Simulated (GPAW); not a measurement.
# MgSe (Fm-3m) in GPAW: reference runs

Reference runs on MgSe: the cell as given and a disturbed copy.

Everything below comes from runs of GPAW 26.7.0. Logs are shortened: lines on timing, memory, paths and dates and some standing lists are left out, and cuts for length are marked. The log counts tension as positive stress, the text compression.

## (1) Starting point

Symmetry: Fm-3m, No. 225, cubic system. Conventional cell: a = 5.451 Å, b = 5.451 Å, c = 5.451 Å, α = 90.00°, β = 90.00°, γ = 90.00°. Se (site symmetry m-3m) has 6 Mg at 2.73 Å as nearest neighbours. Mg (site symmetry m-3m) has 6 Se at 2.73 Å as nearest neighbours.

## (2) Single point, PBEsol

run.py

```python
from ase import Atoms
from ase.dft.bandgap import bandgap
from ase.io import write
from ase.units import Bohr, GPa
from gpaw import GPAW, PW, setup_paths
from gpaw.elf import elf_from_dft_calculation

setup_paths.insert(0, '.')

atoms = Atoms(['Se', 'Mg'],
              cell=[[0.0, 2.7255, 2.7255],
                    [2.7255, 0.0, 2.7255],
                    [2.7255, 2.7255, 0.0]],
              scaled_positions=[[0.5, 0.5, 0.5],
                                [0.0, 0.0, 0.0]],
              pbc=True)

calc = GPAW(mode=PW(800),
            xc='PBEsol',
            kpts={'size': (8, 8, 8), 'gamma': True},
            occupations={'name': 'fermi-dirac', 'width': 0.05},
            nbands=16,
            convergence={'density': 1e-05, 'energy': 1e-05},
            maxiter=150,
            txt='gpaw.txt')
atoms.calc = calc
energy = atoms.get_potential_energy()
forces = atoms.get_forces()
stress = atoms.get_stress()
calc.write('gs.gpw')
write('result.traj', atoms)
print(f'Energy: {energy:.6f} eV')
print('Forces (eV/A):')
print(forces.round(4))
print('Stress (GPa):', (stress / GPa).round(3))
print('Fermi level:', round(calc.get_fermi_level(), 4), 'eV')
print(f'Gap: {bandgap(calc)[0]:.4f} eV, direct: {bandgap(calc, direct=True)[0]:.4f} eV')

# fields on the real-space grid
write('density.cube', atoms, data=calc.get_pseudo_density() * Bohr**3)
write('potential.cube', atoms, data=calc.get_electrostatic_potential())
write('elf.cube', atoms, data=elf_from_dft_calculation(calc).data)
```

Potentials or basis: PAW data sets generated in the run's folder for this functional, pw.

Run with:

```sh
> gpaw-setup -f PBEsol Mg Se
> OMP_NUM_THREADS=1 python run.py
```

gpaw.txt:

```text
__  _  _
 | _ |_)|_||  |
 |__||  | ||/\| - 26.7.0

Input parameters:
  mode=PW(ecut=800.0),
  convergence={'density': 1e-05, 'energy': 1e-05},
  kpts=MonkhorstPack(size=(8, 8, 8), gamma=True),
  maxiter=150,
  nbands=16,
  occupations=Occupations(name='fermi-dirac', width=0.05),
  xc=XC(name='PBEsol')

Diagonalizing LCAO Hamiltonian
Converting LCAO to pw mode

                Se

       Mg

Atoms  # Å, Bohr magnetons
|   | symbol |        x |        y |        z |    initial magnetic moments |
|---|--------|----------|----------|----------|-----------------------------|
| 0 |     Se | 2.725500 | 2.725500 | 2.725500 | ( 0.0000,  0.0000,  0.0000) |
| 1 |     Mg | 0.000000 | 0.000000 | 0.000000 | ( 0.0000,  0.0000,  0.0000) |

Unit cell  # Å
| periodic |        x |        y |        z |  lengths |    angles |
|----------|----------|----------|----------|----------|-----------|
|      yes | 0.000000 | 2.725500 | 2.725500 | 3.854439 | 60.000000 |
|      yes | 2.725500 | 0.000000 | 2.725500 | 3.854439 | 60.000000 |
|      yes | 2.725500 | 2.725500 | 0.000000 | 3.854439 | 60.000000 |

Number of symmetries: 48
Symmetry operations  # r_c * U_cc + t_c -> r_c
|    | kind |            matrix            |
|----|------|------------------------------|
|  0 |  σ   |  1, 0, 0,  1, 0,-1,  1,-1, 0 |
|  1 |  C2  |  1, 0, 0,  1,-1, 0,  1, 0,-1 |
|  2 |  E   |  1, 0, 0,  0, 1, 0,  0, 0, 1 |
|  3 |  σ   |  1, 0, 0,  0, 0, 1,  0, 1, 0 |
|  4 |  C4  |  1, 0,-1,  1, 0, 0,  1,-1, 0 |
|  5 |  S6  |  1, 0,-1,  1,-1, 0,  1, 0, 0 |
|  6 |  σ   |  1, 0,-1,  0, 1,-1,  0, 0,-1 |
|  7 |  C3  |  1, 0,-1,  0, 0,-1,  0, 1,-1 |
|  8 |  S6  |  1,-1, 0,  1, 0, 0,  1, 0,-1 |
|  9 |  C4  |  1,-1, 0,  1, 0,-1,  1, 0, 0 |
| 10 |  C3  |  1,-1, 0,  0,-1, 1,  0,-1, 0 |
| 11 |  σ   |  1,-1, 0,  0,-1, 0,  0,-1, 1 |
| 12 |  σ   |  0, 1, 0,  1, 0, 0,  0, 0, 1 |
| 13 |  C4  |  0, 1, 0,  0, 1,-1, -1, 1, 0 |
| 14 |  C3  |  0, 1, 0,  0, 0, 1,  1, 0, 0 |
| 15 |  S6  |  0, 1, 0, -1, 1, 0,  0, 1,-1 |
| 16 |  C2  |  0, 1,-1,  1, 0,-1,  0, 0,-1 |
| 17 |  σ   |  0, 1,-1,  0, 1, 0, -1, 1, 0 |
| 18 |  S4  |  0, 1,-1,  0, 0,-1,  1, 0,-1 |
| 19 |  C4  |  0, 1,-1, -1, 1, 0,  0, 1, 0 |
| 20 |  C3  |  0, 0, 1,  1, 0, 0,  0, 1, 0 |
| 21 |  σ   |  0, 0, 1,  0, 1, 0,  1, 0, 0 |
| 22 |  S6  |  0, 0, 1,  0,-1, 1, -1, 0, 1 |
| 23 |  C4  |  0, 0, 1, -1, 0, 1,  0,-1, 1 |
| 24 |  S4  |  0, 0,-1,  1, 0,-1,  0, 1,-1 |
| 25 |  C3  |  0, 0,-1,  0, 1,-1,  1, 0,-1 |
| 26 |  C2  |  0, 0,-1,  0,-1, 0, -1, 0, 0 |
| 27 |  S6  |  0, 0,-1, -1, 0, 0,  0,-1, 0 |
| 28 |  S4  |  0,-1, 1,  1,-1, 0,  0,-1, 0 |
| 29 |  C4  |  0,-1, 1,  0, 0, 1, -1, 0, 1 |
| 30 |  C2  |  0,-1, 1,  0,-1, 0,  1,-1, 0 |
| 31 |  σ   |  0,-1, 1, -1, 0, 1,  0, 0, 1 |
| 32 |  C3  |  0,-1, 0,  1,-1, 0,  0,-1, 1 |
| 33 |  S6  |  0,-1, 0,  0, 0,-1, -1, 0, 0 |
| 34 |  S4  |  0,-1, 0,  0,-1, 1,  1,-1, 0 |
| 35 |  C2  |  0,-1, 0, -1, 0, 0,  0, 0,-1 |
| 36 |  C2  | -1, 1, 0,  0, 1, 0,  0, 1,-1 |
| 37 |  S6  | -1, 1, 0,  0, 1,-1,  0, 1, 0 |
| 38 |  S4  | -1, 1, 0, -1, 0, 1, -1, 0, 0 |
| 39 |  C3  | -1, 1, 0, -1, 0, 0, -1, 0, 1 |
| 40 |  S6  | -1, 0, 1,  0, 0, 1,  0,-1, 1 |
| 41 |  C2  | -1, 0, 1,  0,-1, 1,  0, 0, 1 |
| 42 |  C3  | -1, 0, 1, -1, 1, 0, -1, 0, 0 |
| 43 |  S4  | -1, 0, 1, -1, 0, 0, -1, 1, 0 |
| 44 |  C2  | -1, 0, 0,  0, 0,-1,  0,-1, 0 |
| 45 |  i   | -1, 0, 0,  0,-1, 0,  0, 0,-1 |
| 46 |  σ   | -1, 0, 0, -1, 1, 0, -1, 0, 1 |
| 47 |  C2  | -1, 0, 0, -1, 0, 1, -1, 1, 0 |

BZ-sampling:
  Number of BZ points: 512
  Number of IBZ points: 29

  Monkhorst-Pack size: [8, 8, 8]
  Monkhorst-Pack shift: [0.0625, 0.0625, 0.0625]

K-points  # in reciprocal-cell coordinates
|     |                                coordinates |     weight |
|-----|--------------------------------------------|------------|
|   0 | (  0.00000000,   0.00000000,   0.00000000) | 0.00195312 |
|   1 | (  0.12500000,   0.12500000,   0.00000000) | 0.01171875 |
|   2 | (  0.12500000,   0.12500000,   0.12500000) | 0.01562500 |
|   3 | (  0.25000000,   0.12500000,   0.12500000) | 0.02343750 |
|   4 | (  0.25000000,   0.25000000,   0.00000000) | 0.01171875 |
|   5 | (  0.25000000,   0.25000000,   0.12500000) | 0.04687500 |
|   6 | (  0.25000000,   0.25000000,   0.25000000) | 0.01562500 |
|   7 | (  0.37500000,   0.25000000,  -0.37500000) | 0.04687500 |
|   8 | (  0.37500000,   0.25000000,   0.12500000) | 0.04687500 |
|   9 | (  0.37500000,   0.25000000,   0.25000000) | 0.04687500 |
| ... |                                            |            |
|  28 | (  0.50000000,   0.50000000,   0.50000000) | 0.00781250 |

Plane wave coefficients: 2120
Cutoff: 800.0 eV

Spin-components: 1 (collinear spins)
Bands:           16
Projectors:      10
Spin-degeneracy: 2
Datatype:        complex128

Parallelization:
  kpt:    1
  domain: 1
  band:   1

Density:
  Valence electrons: 16.0
  Components: 1
  Grid points: [27 27 27]
  Charge: 0.0  # |e|

Potential:
  Grid points: [27 27 27]

species:
  Se:
    name:    Selenium
    Z:       34.0
    valence: 6
    core:    28
    charge:  0.0  # [|e|]
    compensation charges:
      type: gauss
      rc: 0.27  # [Å]
      lmax: 2
    cutoffs:
      filter: 1.77  # [Å]
      core: 2.67  # [Å]
    projectors
    | kind |    occ | energy [eV] | rcut [Å] |
    |------|--------|-------------|----------|
    |   4s |  2.000 |     -17.281 |    0.847 |
    |   4p |  4.000 |      -6.511 |    1.005 |
    |    s |        |       9.930 |    0.847 |
    |    p |        |      20.700 |    1.005 |
    |    d |        |       0.000 |    0.847 |

    Using partial waves for Se as LCAO basis

  Mg:
    name:    Magnesium
    Z:       12.0
    valence: 10
    core:    2
    charge:  0.0  # [|e|]
    compensation charges:
      type: gauss
      rc: 0.33  # [Å]
      lmax: 2
    cutoffs:
      filter: 1.86  # [Å]
      core: 0.54  # [Å]
    projectors
    | kind |    occ | energy [eV] | rcut [Å] |
    |------|--------|-------------|----------|
    |   2s |  2.000 |     -79.588 |    1.090 |
    |   3s |  2.000 |      -4.679 |    1.090 |
    |   2p |  6.000 |     -46.550 |    1.085 |
    |   3p |  0.000 |      -1.306 |    1.085 |
    |    d |        |       0.000 |    1.037 |

    Using partial waves for Mg as LCAO basis

Reference energy: -71496.016937  # eV

eigensolver:
  PPCG
  Converge bands: occupied
  niter=2

density mixing:
  MSR1-Mixer
  Pratt-step length: 0.05
  Maximum mixing coefficient: 0.75
  Old densities: 10
  SVD Regularization: 0.005
  Good broyden scale: 1.0
  Trust region scale: 1.0
  Backstep threshold: 4.0
  History deletion threshold: 6.0
  Fourier metric: weight=20.0, sigma=0.015

occupation numbers:
  Fermi-Dirac:
    width: 0.0500  # eV

poisson solver:
  ecut: 6400.0  # eV

xc functional:
  name: PBEsol with 2 nearest neighbor stencil

convergence criteria:
- Maximum integral of absolute [dens]ity change: 1e-05 electrons / valence electron
- Maximum [total energy] change in last 3 cyles: 1e-05 eV / valence electron
- Maximum integral of absolute [eigenst]ate change: 4e-08 eV^2 / valence electron
maximum number of iterations: 150

SCF iterations
|iter     | |      energy | eigst |  dens |
|---------|-|-------------|-------|-------|
|iter:   1| |   -8.423104 | -0.07 |       |
|iter:   2| |   -8.382357 | -2.36 | -1.20 |
|iter:   3| |   -8.203553 | -1.96 | -1.24 |
|iter:   4| |   -8.204604 | -3.50 | -1.85 |
|iter:   5| |   -8.205002 | -4.30 | -2.30 |
|iter:   6| |   -8.205008 | -6.02 | -3.46 |
|iter:   7| |   -8.205008c| -7.13 | -3.96 |
|iter:   8| |   -8.205008c| -8.53c| -4.85 |
|iter:   9| |   -8.205008c| -9.00c| -5.62c|

Converged in 9 steps
Energy contributions relative to reference atoms: (reference = -71496.016937)

Energy contributions:
  Kinetic:           9.504081
  Coulomb:          -7.942598
  Zero:             -0.058624
  External:          0.000000
  Xc:               -9.707867
  Entropy:          -0.000000
  Spinorbit:         0.000000
  ----------------------------
  Free energy:      -8.205008
  Extrapolated:     -8.205008

dipole moment: (-7.827399, -7.827399, -7.827399)  # |e|*Ang

Fermi level: 5.779
Eigenvalues  # (at kpt = [0.000, 0.000, 0.000])
| band index |      eig [eV] | occ [0-2] |
|------------|---------------|-----------|
|          0 |       -70.227 |     2.000 |
|          1 |       -37.198 |     2.000 |
|          2 |       -37.198 |     2.000 |
|          3 |       -37.198 |     2.000 |
|          4 |        -8.091 |     2.000 |
|          5 |         4.870 |     2.000 |
[... 8 lines left out ...]
|         14 |        15.686 |     0.000 |
|         15 |        16.093 |     0.000 |

Gap: 1.778 eV
Transition (v -> c):
  (s=0, k=0, n=7, [0.00, 0.00, 0.00]) -> (s=0, k=24, n=8, [0.50, 0.50, 0.00])
Direct/indirect transitions are different
Direct gap: 2.515 eV
Transition at: (s=0, k=0, n=7, [0.00, 0.00, 0.00])

Forces  # eV/Ang
|       x |        y |       z |
|---------|----------|---------|
| 0.00000 |  0.00000 | 0.00000 |  # Se   0
| 0.00000 | -0.00000 | 0.00000 |  # Mg   1

Stress tensor  # eV/Ang^3
|         x |         y |         z |
|-----------|-----------|-----------|
| -0.000007 | -0.000000 |  0.000000 |
| -0.000000 | -0.000007 |  0.000000 |
|  0.000000 |  0.000000 | -0.000007 |

# Writing to gs.gpw (mode='')
```

It took 13 s on 1 thread of Intel Xeon 6975P-C (Granite Rapids), shared host; peak memory 0.17 GiB.

What came out:

```
Free energy            : -8.2050 eV
Pressure               : 0.0 GPa
Band gap on the k mesh : 1.78 eV, indirect (least direct gap 2.52 eV)
```

Levels at points of the mesh, in eV from the valence-band top:
```tsv
k point	band 6	band 7	band 8	band 9	band 10	band 11
(0.00, 0.00, 0.00)	0.00	0.00	0.00	2.52	7.35	7.35
(0.50, 0.50, 0.00)	-4.31	-1.80	-1.80	1.78	3.85	11.64
(0.50, 0.50, 0.50)	-4.99	-0.59	-0.59	3.71	6.06	6.06
```

## (3) Single point, PBEsol (atoms moved at random, drawn with an rms of 0.05 Å)

Edit run.py of step 2 so:

```diff
@@ -3,5 +3,4 @@
 from ase.io import write
-from ase.units import Bohr, GPa
+from ase.units import GPa
 from gpaw import GPAW, PW, setup_paths
-from gpaw.elf import elf_from_dft_calculation
 
@@ -13,4 +12,4 @@
                     [2.7255, 2.7255, 0.0]],
-              scaled_positions=[[0.5, 0.5, 0.5],
-                                [0.0, 0.0, 0.0]],
+              scaled_positions=[[0.486907, 0.504546, 0.497568],
+                                [0.003217, -0.009171, -0.008489]],
               pbc=True)
@@ -37,6 +36 @@
 print(f'Gap: {bandgap(calc)[0]:.4f} eV, direct: {bandgap(calc, direct=True)[0]:.4f} eV')
-
-# fields on the real-space grid
-write('density.cube', atoms, data=calc.get_pseudo_density() * Bohr**3)
-write('potential.cube', atoms, data=calc.get_electrostatic_potential())
-write('elf.cube', atoms, data=elf_from_dft_calculation(calc).data)
```

Potentials or basis: PAW data sets generated in the run's folder for this functional, pw.

Run with:

```sh
> gpaw-setup -f PBEsol Mg Se
> OMP_NUM_THREADS=1 python run.py
```

Run time: 91 s. Hardware: 1 thread of Intel Xeon 6975P-C (Granite Rapids), shared host; peak memory 0.4 GiB.

It converged, with:

- Free energy: -8.2004 eV
- Pressure: 0.1 GPa
- Largest force: 0.153 eV/Å
- Band gap on the k mesh: 1.78 eV, indirect (least direct gap 2.51 eV)

Forces in eV/Å, atoms in the order of the input:
```
Se  -0.135  0.069  0.017
Mg   0.135 -0.069 -0.017
```

Stress tensor (GPa, compression positive):
```
 0.26  0.02  0.00
 0.02  0.05  0.00
 0.00  0.00 -0.02
```

Levels at points of the mesh, in eV from the valence-band top:
| k point | band 5 | band 6 | band 7 | band 8 | band 9 | band 10 | band 11 | band 12 |
| --- | --- | --- | --- | --- | --- | --- | --- | --- |
| (0.00, 0.00, 0.00) | -12.96 | -0.01 | 0.00 | 0.00 | 2.51 | 7.35 | 7.35 | 7.35 |
| (0.00, 0.00, 0.50) | -11.83 | -4.99 | -0.59 | -0.59 | 3.71 | 6.06 | 6.06 | 8.64 |
| (0.00, 0.50, 0.00) | -11.83 | -4.99 | -0.59 | -0.59 | 3.71 | 6.06 | 6.06 | 8.64 |
| (0.00, 0.50, 0.50) | -11.51 | -4.31 | -1.80 | -1.80 | 1.78 | 3.85 | 11.64 | 12.14 |
| (0.50, 0.00, 0.00) | -11.83 | -4.98 | -0.59 | -0.59 | 3.71 | 6.06 | 6.06 | 8.64 |
| (0.50, 0.00, 0.50) | -11.51 | -4.31 | -1.80 | -1.80 | 1.78 | 3.85 | 11.64 | 12.14 |
| (0.50, 0.50, 0.00) | -11.51 | -4.31 | -1.80 | -1.80 | 1.78 | 3.85 | 11.64 | 12.13 |
| (0.50, 0.50, 0.50) | -11.83 | -4.99 | -0.59 | -0.59 | 3.71 | 6.06 | 6.06 | 8.64 |
